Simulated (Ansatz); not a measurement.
# CoO (P-6m2) in Ansatz: notebook

The runs below take CoO through single point, with LDA+U.

Everything below comes from runs of Ansatz 0.2.0. Logs are shortened: lines on timing, memory, paths and dates and some standing lists are left out, and cuts for length are marked.

## (1) The undisturbed crystal

The structure is hexagonal, space group P-6m2 (No. 187). The conventional cell has a = 2.856 Å, b = 2.856 Å, c = 2.788 Å, α = 90.00°, β = 90.00°, γ = 120.00°. Co (site symmetry -6m2) has 6 O at 2.16 Å as nearest neighbours. O (site symmetry -6m2) has 6 Co at 2.16 Å as nearest neighbours.

Measurements of this composition are mostly on another form, of space group No. 225.

## (2) Single point, LDA+U, collinear spin, ferrimagnetic start (another cell of the same crystal, with 4 atoms)

Input file input.yaml:

```yaml
crystal:
  lattice:
    - [2.85629923, 0.0, 0.0]
    - [-1.42814961, 2.47362769, 0.0]
    - [0.0, 0.0, 5.57521306]
  atoms:
    - { symbol: Co, position: [0.0, 0.0, 0.0], spin: 2.0 }
    - { symbol: Co, position: [0.0, 0.0, 0.5], spin: -1.0 }
    - { symbol: O, position: [0.6666666667, 0.3333333333, 0.25] }
    - { symbol: O, position: [0.6666666667, 0.3333333333, 0.75] }
hamiltonian:
  xc: lda
  pseudopotentials: { kind: paw }
  hubbard: { sites: [{ species: Co, l: d, u_eff: 7.0 }] }
magnetization:
  spin_polarized: true
kpoints:
  mp_grid: { grid: [8, 8, 4] }
scf:
  occupations: { method: gaussian, width: 0.05 }
output:
  forces: true
  stress: true
  eigenvalues: true
```

Potentials or basis: Ansatz PAW.

Command:

```sh
ansatz run input.yaml --threads 2 --pin off --max-ram 5632MiB --backend cpu --events-out ev --progress --plain --runs-dir out
```

What it wrote:

```text
Warning: RAYON_NUM_THREADS=2 ignored (pool sized by the plan → 2); use --threads N
Co: projections on atomic orbitals take those of the free atom [Ne] 3s2 3p6 3d7 4s2, of charge +0.00 (hamiltonian.pseudopotentials.projection_atoms); the dataset's partial waves leave at most 1.4e-6 of an orbital's norm unspanned inside its sphere
O: projections on atomic orbitals take those of the free atom [He] 2s2 2p4, of charge +0.00 (hamiltonian.pseudopotentials.projection_atoms); the dataset's partial waves leave at most 1.9e-8 of an orbital's norm unspanned inside its sphere
Engine: ansatz 0.2.0, x86_64-unknown-linux-gnu
Pseudopotentials: kind: paw
Pseudopotential: Co, paw, valence charge 17, recommended cutoff 420 eV (normal), Co.paw.azcp
Pseudopotential: O, paw, valence charge 6, recommended cutoff 420 eV (normal), O.paw.azcp
Functional definition: SPW92
  exchange = slater_x
  correlation = pw_c
Crystal: 4 atoms, lattice volume = 39.391 Å³
Basis set: ecut = 420 eV, 799 PW (Γ)
Bands: 30, of which v1, the nominal top of the filled ones, is band 23 counted from 1 (22 counted from 0)
Symmetry: 12 space group operations
Space group: P-6m2 (ITA 187), of the structure as read, at distance tolerance 3.4e-5 Å
Magnetic group: BNS 187.209 (UNI 1439), of the structure as read, at distance tolerance 3.4e-5 Å
k-points: 30 of 256 (time reversal used)
Non-local potential: Co, projectors of the file, l = 0: 3, l = 1: 2, l = 2: 3, l = 3: 1
Non-local potential: O, projectors of the file, l = 0: 2, l = 1: 2, l = 2: 1
PAW form: soft (Blöchl's): semilocal exchange-correlation on the pseudo side does not see the compensation charge
PAW frozen core: Co, regenerated for the run's functional, and the local potential with it (the file was generated under x = pbe(κ = 0.804, μ = 0.2195149727645171), c = pbe(β = 0.06672455060314922))
PAW frozen core: O, regenerated for the run's functional, and the local potential with it (the file was generated under x = pbe(κ = 0.804, μ = 0.2195149727645171), c = pbe(β = 0.06672455060314922))
PAW one-centre angular grid: Co, 590 points (default); XC on 64 Gauss nodes
PAW one-centre angular grid: O, 110 points (default); XC on 64 Gauss nodes
Initial density: superposition of atomic densities (chi_scale 0.1, normalization cell, long waves kept (reshape's long-wave potential 0.00 eV rms))
Starting moments: Σ|m| = 3 μB on 2 of 4 sites
Initial wavefunctions: pseudopotential atomic-orbital guess
Functional: x = slater, c = lda
SCF iter   1: F=—  HF=-11232.850714 eV  |F-HF|=—  |Δ(HF+E_count)|=         —  Δρ=3.29e-1 (↑3.07e-1 ↓3.29e-1)  dr2=1.27e2  dr2_m=2.83e0  M=0.523 μB ∫|m|=1.198 μB  β_m=0.30  ethr=3.10e-3  ⟨swp⟩=5.7  Hψ=6380  notcnv=0
preconditioner: auto → Kerker (q_TF=auto, 2.800 Å⁻¹)  [metal: Δε(μ)=0.010 eV  Ē_g=11.317 eV  σ=0.050 eV  W_gap=0.11  n_scr=22 (ndim 8)  ℏωp=32.4 eV  f_vac=0.000  D(μ)=2.83/eV (n_scr^D=36)]
spin=Collinear: Kerker preconditioning applied to the charge; magnetization (m = ρ↑ − ρ↓) channel mixes plain (no charge-response kernel on spin).
SCF iter   2: F=—  HF=-11223.524616 eV  |F-HF|=—  |Δ(HF+E_count)|=    9.33e0  Δρ=2.00e-1 (↑1.84e-1 ↓2.00e-1)  dr2=1.15e1  dr2_m=8.04e0  M=0.744 μB ∫|m|=4.974 μB  β_m=1.00  ethr=3.10e-3  ⟨swp⟩=3.9  Hψ=4760  notcnv=0  defer=114
SCF iter   3: F=—  HF=-11222.495202 eV  |F-HF|=—  |Δ(HF+E_count)|=    1.03e0  Δρ=8.42e-2 (↑8.42e-2 ↓4.58e-2)  dr2=2.40e0  dr2_m=3.52e-1  M=0.262 μB ∫|m|=5.060 μB  β_m=0.30  ethr=3.10e-3  ⟨swp⟩=3.0  Hψ=4155  notcnv=0  defer=104
SCF iter   4: F=—  HF=-11224.126128 eV  |F-HF|=—  |Δ(HF+E_count)|=    1.63e0  Δρ=3.86e-2 (↑3.64e-2 ↓3.86e-2)  dr2=9.98e-1  dr2_m=8.74e-2  M=0.503 μB ∫|m|=5.074 μB  β_m=0.30  ethr=3.10e-3  ⟨swp⟩=2.1  Hψ=3231  notcnv=0  defer=110
Mixer restart at iter 4: flushing history
spin-set hold released at iteration 4 (site moments contracting): the magnetisation degrees of freedom join the quasi-Newton model from the next iteration; the mixer history was flushed
SCF iter   5: F=—  HF=-11225.183048 eV  |F-HF|=—  |Δ(HF+E_count)|=    1.06e0  Δρ=5.44e-2 (↑5.44e-2 ↓2.88e-2)  dr2=6.90e-1  dr2_m=3.94e-1  M=0.025 μB ∫|m|=5.133 μB  β_m=0.59  ethr=2.17e-3  ⟨swp⟩=2.1  Hψ=2466  notcnv=0  defer=111
SCF iter   6: F=—  HF=-11226.280420 eV  |F-HF|=—  |Δ(HF+E_count)|=    1.10e0  Δρ=3.66e-2 (↑1.44e-2 ↓3.66e-2)  dr2=6.45e-1  dr2_m=6.89e-2  M=0.337 μB ∫|m|=5.244 μB  β_m=0.69  ethr=1.50e-3  ⟨swp⟩=2.1  Hψ=3548  notcnv=0  defer=112
SCF iter   7: F=—  HF=-11226.650151 eV  |F-HF|=—  |Δ(HF+E_count)|=   3.70e-1  Δρ=3.72e-2 (↑3.72e-2 ↓1.72e-2)  dr2=8.47e-1  dr2_m=1.08e-1  M=-0.226 μB ∫|m|=5.408 μB  β_m=0.67  ethr=1.40e-3  ⟨swp⟩=2.3  Hψ=3009  notcnv=0  defer=113
SCF iter   8: F=—  HF=-11226.612336 eV  |F-HF|=—  |Δ(HF+E_count)|=   3.78e-2  Δρ=2.74e-2 (↑1.69e-2 ↓2.74e-2)  dr2=5.29e-1  dr2_m=6.48e-2  M=-0.216 μB ∫|m|=5.307 μB  β_m=0.57  ethr=1.40e-3  ⟨swp⟩=2.2  Hψ=2588  notcnv=0  defer=115
SCF iter   9: F=—  HF=-11226.587348 eV  |F-HF|=—  |Δ(HF+E_count)|=   2.50e-2  Δρ=9.74e-3 (↑9.39e-3 ↓9.74e-3)  dr2=1.06e-1  dr2_m=1.53e-2  M=-0.121 μB ∫|m|=5.330 μB  β_m=0.56  ethr=1.15e-3  ⟨swp⟩=2.0  Hψ=2236  notcnv=0  defer=114
SCF iter  10: F=—  HF=-11226.582370 eV  |F-HF|=—  |Δ(HF+E_count)|=   4.98e-3  Δρ=1.78e-3 (↑1.04e-3 ↓1.78e-3)  dr2=5.27e-3  dr2_m=2.59e-4  M=-0.053 μB ∫|m|=5.327 μB  β_m=0.72  ethr=2.30e-4  ⟨swp⟩=2.0  Hψ=2158  notcnv=0  defer=114
SCF iter  11: F=—  HF=-11226.583878 eV  |F-HF|=—  |Δ(HF+E_count)|=   1.51e-3  Δρ=6.29e-3 (↑5.27e-3 ↓6.29e-3)  dr2=2.56e-2  dr2_m=5.63e-3  M=0.036 μB ∫|m|=5.332 μB  β_m=0.72  ethr=1.15e-5  ⟨swp⟩=1.1  Hψ=1752  notcnv=0  defer=114
[... 30 lines left out ...]
spin=Collinear: Resta preconditioning applied to the charge; magnetization (m = ρ↑ − ρ↓) channel mixes plain (no charge-response kernel on spin).
SCF iter   2: F=-11228.609803 eV  HF=-11228.609803 eV  |F-HF|=1.41e-9  |Δ(HF+E_count)|=   3.38e-9  Δρ=1.76e-6 (↑1.76e-6 ↓1.61e-6)  dr2=1.61e-9  dr2_m=2.06e-10  M=0.000 μB ∫|m|=5.561 μB  ethr=2.02e-11  ⟨swp⟩=4.6  Hψ=11375  notcnv=0
SCF 3 converged in 2 iterations: F = -11228.609803 eV  dr2 = 1.61e-9
Symmetry: 2 space group operations
k-points: 102 of 256 (time reversal used)
iter 1 solved again at ethr=3.49e-12 eV; its pass at ethr=2.17e-6 eV (dr2=1.60e-9 eV) is discarded
SCF iter   1: F=—  HF=-11228.609803 eV  |F-HF|=—  |Δ(HF+E_count)|=         —  Δρ=1.76e-6 (↑1.76e-6 ↓1.61e-6)  dr2=1.60e-9  dr2_m=2.06e-10  M=0.000 μB ∫|m|=5.561 μB  ethr=3.49e-12  ⟨swp⟩=1.0  Hψ=28401  notcnv=0
spin=Collinear: Resta preconditioning applied to the charge; magnetization (m = ρ↑ − ρ↓) channel mixes plain (no charge-response kernel on spin).
SCF iter   2: F=—  HF=-11228.609804 eV  |F-HF|=—  |Δ(HF+E_count)|=   4.57e-7  Δρ=1.81e-5 (↑1.42e-5 ↓1.81e-5)  dr2=2.14e-7  dr2_m=3.24e-8  M=0.000 μB ∫|m|=5.561 μB  ethr=2.17e-6  ⟨swp⟩=1.0  Hψ=20024  notcnv=0
SCF iter   3: F=-11228.609803 eV  HF=-11228.609803 eV  |F-HF|=3.10e-9  |Δ(HF+E_count)|=   1.26e-7  Δρ=2.51e-6 (↑1.89e-6 ↓2.51e-6)  dr2=3.46e-9  dr2_m=3.41e-10  M=0.000 μB ∫|m|=5.561 μB  ethr=2.17e-10  ⟨swp⟩=1.7  Hψ=15940  notcnv=0
an SCF along what the orbitals of the run's state read of its open shells (or to have them read: on a GPU, or by another smearing), with 10 of the crystal's symmetry operations given up (102 k-points in place of 30), reached no lower state that the run goes on to. This is no proof of a minimum
SCF converged after 2 iterations
Stability not told: the lowest value that the SCF's own minimisation read on its close, 1.3e-1 (residual 1.1e-3), is positive but too near zero to vouch for directions that it does not look along: no lower mode is shown, and none is ruled out
Magnetization: 0.0000 μB (23.0000 up, 23.0000 down)
Absolute magnetization: 5.5585 μB (∫|ρ↑−ρ↓|, with the PAW one-centre terms)
Spin contamination: 2.9477 ħ² per cell (⟨S²⟩ above its minimum at these occupations)
Per-site moments (μB) at R_I (Å): [(2.5909917058775997, 0.890672355643201), (-2.5908765173231396, 0.890672355643201), (1.2295408374616566e-5, 0.890672355643201), (1.2295408374560434e-5, 0.890672355643201)]
Free energy (F): -11228.609803 eV
Harris-Foulkes:  -11228.609803 eV  (|F-HF|=1.41e-9)
Internal energy: -11228.609803 eV  (E = F + TS)
E sigma→0 (E₀):  -11228.609803 eV
Fermi energy:    13.005632 eV
--- Per-component energies (eV) ---
  E_band       = -691.432025
  E_kinetic    = 1229.805290
  E_local      = -6962.989729  (includes V_loc(G=0)·N_el)
  E_nonlocal   = 1037.836324
  E_hartree    = 2842.909065
  E_xc         = -451.154898
  E_vxc        = -583.824262  (∫ρ·V_xc dr)
  E_hubbard    = 2.159772  (on-site DFT+U / exact-exchange correction)
  E_vhub       = -46.418000  (the Hubbard potential's part of the band-sum identity)
  E_paw        = -3201.558654  (= ΣΔE_a)
  E_vpaw       = -1051.661949  (= ΣTr[D̂ρ^β])
  E_aug_tail   = 0.004787  (compensation charges beyond the density's cutoff)
  E_ewald      = -5726.652105
  E_core_change = 1.030344  (= ΣΔE_core)
  E_smearing   = -0.000000  (= −TS)
  E_closure    = 0.000000  (closes the sum)
  Σ components = -11228.609803   (vs F -11228.609803, Δ=0.00e0)
--- Forces (eV/Å), atoms counted from 1 ---
  atom   1  Co     0.00000000     0.23403325     0.00000000
  atom   2  Co    -0.00000000    -0.22218753     0.00000000
  atom   3  O     -0.00000000    -0.00592371     0.00093677
  atom   4  O     -0.00000000    -0.00592371    -0.00093677
  max |Σ_I F_I| component: 1.70e-6 eV/Å
--- Stress (GPa, compression-positive) ---
       -1.944924      -0.000000       0.000000
       -0.000000      -2.212803       0.000000
        0.000000       0.000000     -22.172718
  P = ⅓ Tr σ = -8.7768 GPa (-87.768 kbar)
--- Band table (eV; the first three rows and the last of 126) ---
  k-point 0 ↑: bands = ["-83.6254", "-80.5443", "-47.3654", "-47.2633", "-47.1613", "-44.3192", "-44.3044", "-44.1759", "-6.0731", "-4.9853", "4.2709", "5.2280", "5.9233", "5.9638", "6.0630", "6.2111", "7.7840", "9.2815", "10.2247", "11.2225", "11.4652", "11.5002", "12.1238", "13.7955", "15.6135", "15.8397", "15.8528", "19.8902", "20.0892", "27.4698"]
  k-point 1 ↑: bands = ["-83.6249", "-80.5438", "-47.3654", "-47.2633", "-47.1615", "-44.3191", "-44.3044", "-44.1763", "-5.9357", "-5.1720", "4.6092", "5.2378", "5.9174", "5.9649", "6.0661", "6.1849", "7.7791", "8.9828", "9.7265", "11.2151", "11.4159", "11.4845", "12.1721", "14.6816", "15.6299", "15.8491", "15.8648", "18.0442", "22.2296", "26.6597"]
  k-point 2 ↑: bands = ["-83.6245", "-80.5434", "-47.3654", "-47.2632", "-47.1616", "-44.3191", "-44.3044", "-44.1767", "-5.5913", "-5.5637", "5.0878", "5.2523", "5.9110", "5.9659", "6.0546", "6.0691", "7.7743", "8.5099", "9.4856", "11.2081", "11.3714", "11.4679", "12.2151", "15.6467", "15.8584", "15.8764", "16.1631", "16.4297", "24.5990", "24.6174"]
  k-point 62 ↓: bands = ["-83.6179", "-80.5370", "-47.3487", "-47.3468", "-47.1516", "-44.3624", "-44.3380", "-44.1698", "-4.7020", "-4.5442", "4.8185", "4.9186", "5.4589", "6.2117", "6.4766", "6.8602", "8.1349", "8.1583", "9.1890", "9.4249", "9.9164", "10.5440", "11.2181", "15.6977", "16.0160", "16.1138", "19.4541", "19.8622", "22.3358", "22.9520"]
Occupation matrices written to <dir>
```

Wall time 94 s (2 threads of Intel Xeon at 2.70GHz, shared host); peak memory 0.95 GiB.

Results:

- Free energy: -11228.6098 eV
- Pressure: -8.8 GPa
- Largest force: 0.234 eV/Å
- Band gap on the k mesh: 1.58 eV
- Net moment: 0.00 μB per cell
- Absolute moment: 5.56 μB per cell
- Site moments: Co +2.59, -2.59; O +0.00 μB

Forces on the atoms (eV/Å):
```
Co   0.000  0.234  0.000
Co   0.000 -0.222  0.000
O    0.000 -0.006  0.001
O    0.000 -0.006 -0.001
```

Stress tensor (GPa, compression positive):
```
 -1.94   0.00   0.00
  0.00  -2.21   0.00
  0.00   0.00 -22.17
```

Eigenvalues of the final occupation matrices:
```tsv
site	spin	trace	eigenvalues
site 1	1	4.98	0.99 1.00 1.00 1.00 1.00
site 1	2	2.27	0.06 0.11 0.12 0.99 0.99
site 2	1	2.27	0.06 0.12 0.12 0.99 0.99
site 2	2	4.98	0.99 1.00 1.00 1.00 1.00
```

Caveat: the magnetic or orbital state may not be the lowest; the pressure holds a Pulay correction of +0.9 GPa for the finite cutoff; the PAW data sets come from PBE, with cores solved anew for the run's functional, which leaves a small shift of forces and pressure.

## (3) Single point, LDA+U, collinear spin, antiferromagnetic start (another cell of the same crystal, with 4 atoms)

Changes to input.yaml since step 2:

```diff
@@ -7,3 +7,3 @@
     - { symbol: Co, position: [0.0, 0.0, 0.0], spin: 2.0 }
-    - { symbol: Co, position: [0.0, 0.0, 0.5], spin: -1.0 }
+    - { symbol: Co, position: [0.0, 0.0, 0.5], spin: -2.0 }
     - { symbol: O, position: [0.6666666667, 0.3333333333, 0.25] }
@@ -24 +24,5 @@
   eigenvalues: true
+  write_density: true
+  write_potential: true
+  elf: true
+  volumetric_format: npy
```

Potentials or basis: Ansatz PAW.

Command:

```sh
ansatz run input.yaml --threads 2 --pin off --max-ram 5632MiB --backend cpu --events-out ev --progress --plain --runs-dir out
```

What it wrote:

```text
Warning: RAYON_NUM_THREADS=2 ignored (pool sized by the plan → 2); use --threads N
Co: projections on atomic orbitals take those of the free atom [Ne] 3s2 3p6 3d7 4s2, of charge +0.00 (hamiltonian.pseudopotentials.projection_atoms); the dataset's partial waves leave at most 1.4e-6 of an orbital's norm unspanned inside its sphere
O: projections on atomic orbitals take those of the free atom [He] 2s2 2p4, of charge +0.00 (hamiltonian.pseudopotentials.projection_atoms); the dataset's partial waves leave at most 1.9e-8 of an orbital's norm unspanned inside its sphere
[... 3 set-up lines as earlier in the session ...]
[... 116 lines left out ...]
  P = ⅓ Tr σ = -8.7768 GPa (-87.768 kbar)
--- Band table (eV; the first three rows and the last of 126) ---
  k-point 0 ↑: bands = ["-83.6254", "-80.5443", "-47.3654", "-47.2633", "-47.1613", "-44.3192", "-44.3044", "-44.1759", "-6.0731", "-4.9853", "4.2709", "5.2280", "5.9233", "5.9638", "6.0630", "6.2111", "7.7840", "9.2815", "10.2247", "11.2225", "11.4652", "11.5002", "12.1238", "13.7955", "15.6135", "15.8397", "15.8528", "19.8902", "20.0892", "27.4698"]
  k-point 1 ↑: bands = ["-83.6249", "-80.5438", "-47.3654", "-47.2633", "-47.1615", "-44.3191", "-44.3044", "-44.1763", "-5.9357", "-5.1720", "4.6092", "5.2378", "5.9174", "5.9649", "6.0661", "6.1849", "7.7791", "8.9828", "9.7265", "11.2151", "11.4159", "11.4845", "12.1721", "14.6816", "15.6299", "15.8491", "15.8648", "18.0442", "22.2296", "26.6597"]
  k-point 2 ↑: bands = ["-83.6245", "-80.5434", "-47.3654", "-47.2632", "-47.1616", "-44.3191", "-44.3044", "-44.1767", "-5.5913", "-5.5637", "5.0878", "5.2523", "5.9110", "5.9659", "6.0546", "6.0691", "7.7743", "8.5099", "9.4856", "11.2081", "11.3714", "11.4679", "12.2151", "15.6467", "15.8584", "15.8764", "16.1631", "16.4297", "24.5990", "24.6174"]
  k-point 62 ↓: bands = ["-83.6179", "-80.5370", "-47.3487", "-47.3468", "-47.1516", "-44.3624", "-44.3380", "-44.1698", "-4.7020", "-4.5442", "4.8185", "4.9186", "5.4589", "6.2117", "6.4766", "6.8602", "8.1349", "8.1583", "9.1890", "9.4249", "9.9164", "10.5440", "11.2181", "15.6977", "16.0160", "16.1138", "19.4541", "19.8622", "22.3358", "22.9520"]
Occupation matrices written to <dir>
```

Wall time 97 s (2 threads of Intel Xeon at 2.70GHz, shared host); peak memory 0.94 GiB.

What came out:

- Free energy: -11228.6098 eV
- Pressure: -8.8 GPa
- Largest force: 0.234 eV/Å
- Band gap on the k mesh: 1.58 eV
- Net moment: 0.00 μB per cell
- Absolute moment: 5.56 μB per cell
- Site moments: Co +2.59, -2.59; O +0.00 μB

Forces in eV/Å, atoms in the order of the input:
```
Co   0.000  0.234  0.000
Co   0.000 -0.222  0.000
O    0.000 -0.006  0.001
O    0.000 -0.006 -0.001
```

Levels at points of the mesh, in eV from the valence-band top:
Spin up:
| k point | band 20 | band 21 | band 22 | band 23 | band 24 | band 25 | band 26 | band 27 |
| --- | --- | --- | --- | --- | --- | --- | --- | --- |
| (0.00, 0.00, 0.00) | -0.99 | -0.75 | -0.72 | -0.09 | 1.58 | 3.40 | 3.62 | 3.64 |
| (0.00, 0.00, -0.50) | -1.01 | -0.84 | -0.75 | 0.00 | 3.43 | 3.64 | 3.66 | 3.95 |
| (0.00, -0.50, 0.00) | -2.22 | -1.93 | -1.15 | -0.94 | 3.95 | 4.04 | 4.12 | 5.61 |
| (0.00, -0.50, -0.50) | -2.68 | -2.14 | -1.18 | -0.89 | 3.60 | 3.97 | 4.05 | 6.85 |
| (-0.50, 0.00, 0.00) | -2.61 | -1.81 | -1.17 | -0.94 | 2.81 | 3.96 | 4.11 | 5.93 |
| (-0.50, 0.00, -0.50) | -2.70 | -2.17 | -1.87 | -0.79 | 3.11 | 3.61 | 3.95 | 6.87 |
Spin down:
| k point | band 21 | band 22 | band 23 | band 24 | band 25 | band 26 |
| --- | --- | --- | --- | --- | --- | --- |
| (0.00, 0.00, 0.00) | -0.75 | -0.72 | -0.09 | 1.58 | 3.40 | 3.61 |
| (0.00, 0.00, -0.50) | -0.84 | -0.75 | 0.00 | 3.43 | 3.63 | 3.67 |
| (0.00, -0.50, 0.00) | -1.77 | -1.17 | -0.95 | 2.46 | 3.93 | 4.13 |
| (0.00, -0.50, -0.50) | -2.36 | -2.18 | -0.77 | 2.86 | 3.59 | 3.98 |
| (-0.50, 0.00, 0.00) | -1.89 | -1.16 | -0.94 | 3.58 | 3.96 | 4.10 |
| (-0.50, 0.00, -0.50) | -2.15 | -1.36 | -0.84 | 3.61 | 3.71 | 3.95 |

Eigenvalues of the final occupation matrices:
```
  site  spin  trace               eigenvalues
site 1     1   4.98  0.99 1.00 1.00 1.00 1.00
site 1     2   2.27  0.06 0.11 0.12 0.99 0.99
site 2     1   2.27  0.06 0.12 0.12 0.99 0.99
site 2     2   4.98  0.99 1.00 1.00 1.00 1.00
```

Caveat: the magnetic or orbital state may not be the lowest; the pressure holds a Pulay correction of +0.9 GPa for the finite cutoff; the PAW data sets come from PBE, with cores solved anew for the run's functional, which leaves a small shift of forces and pressure.
